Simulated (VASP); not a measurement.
# Co in VASP: further runs

Runs on Co. Level: PBE. Tasks: single point.

Everything below comes from runs of VASP 6.6.1. Logs are shortened: lines on timing, memory, paths and dates and some standing lists are left out, and cuts for length are marked.

**1. The wire as given**

The cell holds a wire with vacuum, 1 atom: a = 9.000 Å, b = 9.300 Å, c = 2.153 Å, α = 90.00°, β = 90.00°, γ = 90.00°.

**2. Single point, PBE, collinear spin, typed start**

The input, INCAR:

```
PREC = Accurate
ENCUT = 520
EDIFF = 1E-6
ISMEAR = 0
SIGMA = 0.05
LREAL = F
LASPH = T
NELM = 150
ALGO = Normal
ISIF = 2
LWAVE = F
LCHARG = T
ISPIN = 2
MAGMOM = 1.99
LORBIT = 11
LMAXMIX = 4
GGA = PE
LELF = T
LVHAR = T
NBANDS = 14
```

The input, KPOINTS:

```
regular mesh
0
Gamma
  1 1 29
```

The input, POSCAR:

```
Co
1.0
    9.0000000000      0.0000000000      0.0000000000
    0.0000000000      9.3000000000      0.0000000000
    0.0000000000      0.0000000000      2.1530156095
Co
1
Direct
    0.5000000000      0.5000000000      0.0000000000
```

Potentials or basis: VASP PAW PBE potentials, release 64 (Co).

The run is started by

```sh
> cat potpaw_PBE.64/Co/POTCAR > POTCAR
> mpirun -np 1 vasp_std > vasp.out
```

OUTCAR:

```text
PREC = Accurate
   ENCUT = 520
   EDIFF = 1E-6
   ISMEAR = 0
   LREAL = F
   LASPH = T
   NELM = 150
   ISIF = 2
   ISPIN = 2
   LORBIT = 11
   GGA = PE

 ion  position               nearest neighbor table
   1  0.500  0.500  0.000-

  LATTYP: Found a simple orthorhombic cell.
 ALAT       =     2.1530156095
 B/A-ratio  =     4.1801833485
 C/A-ratio  =     4.3195227935

  Lattice vectors:

 A1 = (   0.0000000000,   0.0000000000,   2.1530156095)
 A2 = (   9.0000000000,   0.0000000000,   0.0000000000)
 A3 = (   0.0000000000,   9.3000000000,   0.0000000000)

Analysis of symmetry for initial positions (statically):
=====================================================================
 Subroutine PRICEL returns:
 Original cell was already a primitive cell.

 Routine SETGRP: Setting up the symmetry group for a
 simple orthorhombic supercell.

 Subroutine GETGRP returns: Found  8 space group operations
 (whereof  8 operations were pure point group operations)
 out of a pool of  8 trial point group operations.

The static configuration has the point symmetry D_2h.

Analysis of symmetry for dynamics (positions and initial velocities):
=====================================================================
 Subroutine PRICEL returns:
 Original cell was already a primitive cell.

 Routine SETGRP: Setting up the symmetry group for a
 simple orthorhombic supercell.

 Subroutine GETGRP returns: Found  8 space group operations
 (whereof  8 operations were pure point group operations)
 out of a pool of  8 trial point group operations.

The dynamic configuration has the point symmetry D_2h.

Analysis of structural, dynamic, and magnetic symmetry:
=====================================================================
 Subroutine PRICEL returns:
 Original cell was already a primitive cell.

 Routine SETGRP: Setting up the symmetry group for a
 simple orthorhombic supercell.

 Subroutine GETGRP returns: Found  8 space group operations
 (whereof  8 operations were pure point group operations)
 out of a pool of  8 trial point group operations.

The overall configuration has the point symmetry D_2h.

 Subroutine INISYM returns: Found  8 space group operations
 (whereof  8 operations are pure point group operations),
 and found     1 'primitive' translations

----------------------------------------------------------------------------------------

                                     Primitive cell

  volume of cell :     180.2074

  direct lattice vectors                    reciprocal lattice vectors
     9.000000000  0.000000000  0.000000000     0.111111111  0.000000000  0.000000000
[... 119 lines left out ...]
  ---------------------------------------------------
  free energy    TOTEN  =        -3.87222782 eV

  energy without entropy =       -3.86823340  energy(sigma->0) =       -3.87023061

 E-fermi :  -3.6512     XC(G=0):  -2.3168

 val. band max:       -3.6921007093   @ k =   0.0000   0.0000   0.2414
 cond. band min:      -3.6350643648   @ k =   0.0000   0.0000   0.1724
 fundamental gap:      0.0570363445
 Fermi energy:        -3.6511843673

 spin component 1

 k-point     1 :       0.0000    0.0000    0.0000
  band No.  band energies     occupation
      1      -8.5128      1.00000
      2      -6.1037      1.00000
      3      -6.1033      1.00000
      4      -5.8866      1.00000
      5      -4.4464      1.00000
      6      -4.4460      1.00000
      7      -1.7352      0.00000
      8      -1.7238      0.00000
      9       0.4506      0.00000
     10       1.4181      0.00000
     11       2.5707      0.00000
     12       2.5791      0.00000
     13       2.6695      0.00000
     14       3.0601      0.00000
[... 223 lines left out ...]
  band No.  band energies     occupation
      1      -7.1200      1.00000
      2      -7.1197      1.00000
      3      -5.4840      1.00000
      4      -5.4838      1.00000
      5      -4.5330      1.00000
      6       0.5001      0.00000
      7       4.3052      0.00000
      8       6.0743      0.00000
      9       6.0867      0.00000
     10       7.9704      0.00000
     11       8.0433      0.00000
     12       8.0777      0.00000
     13       8.8804      0.00000
     14       9.1347      0.00000
 Fermi energy:        -3.6511843673

 spin component 2

 k-point     1 :       0.0000    0.0000    0.0000
  band No.  band energies     occupation
      1      -7.4066      1.00000
      2      -4.7791      1.00000
      3      -4.0705      1.00000
      4      -4.0697      1.00000
      5      -2.3274      0.00000
      6      -2.3273      0.00000
      7      -1.5287      0.00000
      8      -1.5148      0.00000
      9       0.4406      0.00000
     10       1.4002      0.00000
     11       2.5304      0.00000
     12       2.6232      0.00000
     13       2.6398      0.00000
     14       3.0616      0.00000
[... 224 lines left out ...]
      1      -5.4298      1.00000
      2      -5.4296      1.00000
      3      -3.2692      0.00000
      4      -3.2690      0.00000
      5      -2.4453      0.00000
      6       0.7119      0.00000
      7       5.1378      0.00000
      8       6.4712      0.00000
      9       6.4885      0.00000
     10       7.9486      0.00000
     11       8.1886      0.00000
     12       8.2277      0.00000
     13       8.8316      0.00000
     14       9.1312      0.00000

------------------------ aborting loop because EDIFF is reached ----------------------------------------

  FORCE on cell =-STRESS in cart. coord.  units (eV):
  Direction    XX          YY          ZZ          XY          YZ          ZX
  --------------------------------------------------------------------------------------
  -------------------------------------------------------------------------------------
  Total       -0.0191499     -0.0138786     -0.0376333      0.0000000      0.0000000     -0.0000000
  in kB       -0.1702567     -0.1233913     -0.3345876      0.0000000      0.0000000     -0.0000000
  external PRESSURE =      -0.2094119 kB  Pullay stress =       0.0000000 kB

 VOLUME and BASIS-vectors are now :
 -----------------------------------------------------------------------------
  energy-cutoff  :      520.00
  volume of cell :      180.21
      direct lattice vectors                 reciprocal lattice vectors
     9.000000000  0.000000000  0.000000000     0.111111111  0.000000000  0.000000000
     0.000000000  9.300000000  0.000000000     0.000000000  0.107526882  0.000000000
     0.000000000  0.000000000  2.153015610     0.000000000  0.000000000  0.464464817

 POSITION                                       TOTAL-FORCE (eV/Angst)
 -----------------------------------------------------------------------------------
      4.50000      4.65000      0.00000         0.000000      0.000000      0.000000
 -----------------------------------------------------------------------------------
    total drift:                                0.000000      0.000000      0.000000

  FREE ENERGIE OF THE ION-ELECTRON SYSTEM (eV)
  ---------------------------------------------------
  free  energy   TOTEN  =        -3.8722278182 eV

  energy  without entropy=       -3.8682333980  energy(sigma->0) =       -3.87023061

 total charge

# of ion       s       p       d       tot
------------------------------------------
    1        0.533   0.153   7.265   7.950

 magnetization (x)

# of ion       s       p       d       tot
------------------------------------------
    1        0.043   0.009   2.064   2.116
```

stdout:

```text
POSCAR found type information on POSCAR Co
 POSCAR found :  1 types and       1 ions
 scaLAPACK will be used
 LDA part: xc-table for (Slater+PW92), standard interpolation
 POSCAR, INCAR and KPOINTS ok, starting setup
 FFT: planning ... GRIDC
 FFT: planning ... GRID_SOFT
 FFT: planning ... GRID
 WAVECAR not read
 entering main loop
```

Wall time 81 s (1 thread of Intel Xeon Platinum 8488C (Sapphire Rapids), shared host); peak memory 0.33 GiB.

Results:

```
Free energy                                           : -3.8722 eV
Band gap on the k mesh                                : none (metal or under the smearing width)
Net moment                                            : 2.17 μB per cell
Site moments                                          : Co +2.12 μB
Valence electrons inside the program's atomic spheres : Co 7.95
```

Levels at points of the mesh, in eV from the Fermi level:
Spin up:
```tsv
k point	band 2	band 3	band 4	band 5	band 6	band 7	band 8	band 9	band 10	band 11
(0.00, 0.00, 0.00)	-2.45	-2.45	-2.24	-0.80	-0.79	1.92	1.93	4.10	5.07	6.22
```
Spin down:
```
           k point  band 2  band 3  band 4  band 5  band 6  band 7
(0.00, 0.00, 0.00)   -1.13   -0.42   -0.42    1.32    1.32    2.12
```

**3. Single point, PBE, collinear spin, typed start**

This run uses another cell than the first one, of 183.29 Å³/atom, 1.017 times its volume.

The input, INCAR:

```
PREC = Accurate ; ENCUT = 520
EDIFF = 1E-7 ; ISMEAR = 0
SIGMA = 0.05 ; LREAL = F
LASPH = T ; NELM = 150
ALGO = Normal ; ISIF = 2
LWAVE = F ; LCHARG = F
ISPIN = 2 ; MAGMOM = 1.99
LORBIT = 11 ; LMAXMIX = 4
GGA = PE ; NBANDS = 14
```

The input, KPOINTS:

```
Automatic mesh
0
Gamma
  1 1 29
```

POSCAR: that of step 2 with these lines changed.

```diff
@@ -4,3 +4,3 @@
     0.0000000000      9.3000000000      0.0000000000
-    0.0000000000      0.0000000000      2.1530156095
+    0.0000000000      0.0000000000      2.1898693132
 Co
```

Potentials or basis: VASP PAW PBE potentials, release 64 (Co).

The run is started by

```sh
> cat potpaw_PBE.64/Co/POTCAR > POTCAR
> mpirun -np 1 vasp_std > vasp.out
```

Wall time 88 s (1 thread of Intel Xeon Platinum 8488C (Sapphire Rapids), shared host); peak memory 0.33 GiB.

Results (log left out):

| Quantity | Value |
| --- | --- |
| Free energy | -3.8657 eV |
| Band gap on the k mesh | none (metal or under the smearing width) |
| Net moment | 2.17 μB per cell |
| Site moments | Co +2.12 μB |
| Valence electrons inside the program's atomic spheres | Co 7.92 |

Levels at points of the mesh, in eV from the Fermi level:
Spin up:
```
           k point  band 4  band 5  band 6  band 7  band 8  band 9
(0.00, 0.00, 0.00)   -2.20   -0.89   -0.88    1.93    1.94    4.08
```
Spin down:
```csv
k point,band 1,band 2,band 3,band 4,band 5,band 6,band 7,band 8
"(0.00, 0.00, 0.00)",-3.66,-1.06,-0.39,-0.39,1.23,1.23,2.13,2.14
```
